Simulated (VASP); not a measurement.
A run of VASP 6.6.1 is set up as follows.

INCAR

```
SYSTEM = BN
PREC = Accurate
ENCUT = 520
EDIFF = 1E-7
ISMEAR = 0
SIGMA = 0.03
LREAL = .FALSE.
LASPH = .TRUE.
NELM = 80
ALGO = Normal
ISIF = 2
LWAVE = .FALSE.
LCHARG = .FALSE.
GGA = PE
LOPTICS = .TRUE.
NBANDS = 52
NEDOS = 1000
CSHIFT = 0.1
```

Contents of KPOINTS:

```
regular mesh
0
G
  14 14 14
  0 0 0
```

Contents of POSCAR:

```
BN                                      
1.0
    0.0000000000      1.8033209052      1.8033209052
    1.8033209052      0.0000000000      1.8033209052
    1.8033209052      1.8033209052      0.0000000000
  B               N             
     1     1
Direct
     0.0000000000000000    0.0000000000000000    0.0000000000000000
     0.2500000000000000    0.2500000000000000    0.2500000000000000
```

Potentials or basis: VASP PAW PBE potentials, release 64 (B, N).

Launch:

```sh
$ cat potpaw_PBE.64/B/POTCAR potpaw_PBE.64/N/POTCAR > POTCAR
$ mpirun -np 1 vasp_std > vasp.out
```

Problem. Estimate the band gap on the k mesh.

Solution. 4.47 eV, indirect (least direct gap 8.85 eV).

Problem. Estimate the pressure.

Solution. 6.0 GPa.

Dielectric function (mean over the directions given):
| energy (eV) | real part | imaginary part |
| --- | --- | --- |
| 0.38 | 4.69 | 0.00 |
| 0.95 | 4.71 | 0.00 |
| 1.71 | 4.76 | 0.00 |
| 2.28 | 4.82 | 0.00 |
| 3.04 | 4.92 | 0.00 |
| 3.61 | 5.03 | 0.00 |
| 4.37 | 5.22 | 0.00 |
| 4.94 | 5.39 | 0.00 |
| 5.70 | 5.71 | 0.00 |
| 6.27 | 6.02 | 0.00 |
| 7.03 | 6.59 | 0.00 |
| 7.79 | 7.47 | 0.00 |
| 8.36 | 8.61 | 0.00 |
| 9.12 | 11.09 | 2.72 |
| 9.69 | 12.35 | 4.87 |
| 10.45 | 10.00 | 11.02 |
| 11.02 | 9.14 | 8.81 |
| 11.78 | 6.96 | 20.49 |
| 12.35 | 0.22 | 18.63 |
| 13.11 | -2.97 | 11.20 |
| 13.87 | -2.39 | 4.79 |
| 14.44 | -0.08 | 7.13 |
| 15.20 | -2.51 | 7.58 |
| 15.77 | -3.98 | 2.76 |
| 16.53 | -2.08 | 3.02 |
| 17.10 | -2.38 | 2.45 |
| 17.86 | -1.81 | 2.52 |
| 18.43 | -2.06 | 2.26 |
| 19.19 | -1.33 | 0.63 |
| 19.95 | -0.96 | 0.82 |

Caveat: spectra need much finer meshes, so this one isn't converged; independent-particle spectra lack excitons.

**Experimental background.**

From a printed reference work, monograph, for a bulk crystal of BN at 300 K: band gap 6.4 eV (indirect).

Measured gap of BN: 6.4 eV (indirect; 300 K; a printed reference work, monograph). This calculation gives 4.47 eV (-1.93 eV). The value is that of PBE on a finite k mesh, which can miss the band edges, without temperature or zero-point motion. Semilocal functionals fall short of measured gaps as a rule.
